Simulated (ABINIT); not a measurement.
The system is Ti3Al.

```
Ti Al
1.0
     2.92754    0.00000    0.00000
    -1.46377    2.53533    0.00000
     0.00000    0.00000    9.22636
Ti Al
3 1
Direct
  0.33333 0.66667 0.24941
  0.33333 0.66667 0.75059
  0.66667 0.33333 0.00000
  0.66667 0.33333 0.50000
```

The cell comes from a database or a generator and needn't be the stable form of this composition.

```yaml
Program: ABINIT 10.8.3 (patched build)
Task: relaxation of cell and atoms
Functional: LDA
Potentials_or_basis: JTH PAW LDA v2.0
Cutoff: 408 eV
k_mesh: 10 × 10 × 3
Occupations: fermi-dirac, width 0.05 eV
Spin: no spin polarisation
```

At the start: pressure -6.8 GPa; volume 17.12 Å³/atom.

Q: Where does the relaxation end?

A: Over 8 steps the energy falls by 23.4 meV/atom and the volume is 16.08 Å³/atom (-6.0 %); space group P-6m2 (No. 187, to 0.05 Å).

The path:
```csv
step,energy change (eV),largest force (eV/Å),pressure (GPa),volume (Å³)
1,0.0000,0.1324,-6.81,68.48
2,-0.0513,0.1096,-4.70,67.06
3,-0.0929,0.0499,0.36,64.17
4,-0.0932,0.0477,0.01,64.34
5,-0.0934,0.0399,-0.08,64.39
6,-0.0936,0.0184,-0.10,64.39
7,-0.0936,0.0113,-0.03,64.36
8,-0.0936,0.0086,0.01,64.34
```

Final structure:
```yaml
crystal:
  lattice:
    - [2.86252, 0.00000, 0.00000]
    - [-1.43126, 2.47901, 0.00000]
    - [0.00000, 0.00000, 9.06651]
  atoms:
    - { symbol: Ti, position: [0.33333, 0.66667, 0.24845] }
    - { symbol: Ti, position: [0.33333, 0.66667, 0.75155] }
    - { symbol: Ti, position: [0.66667, 0.33333, 0.00000] }
    - { symbol: Al, position: [0.66667, 0.33333, 0.50000] }
```
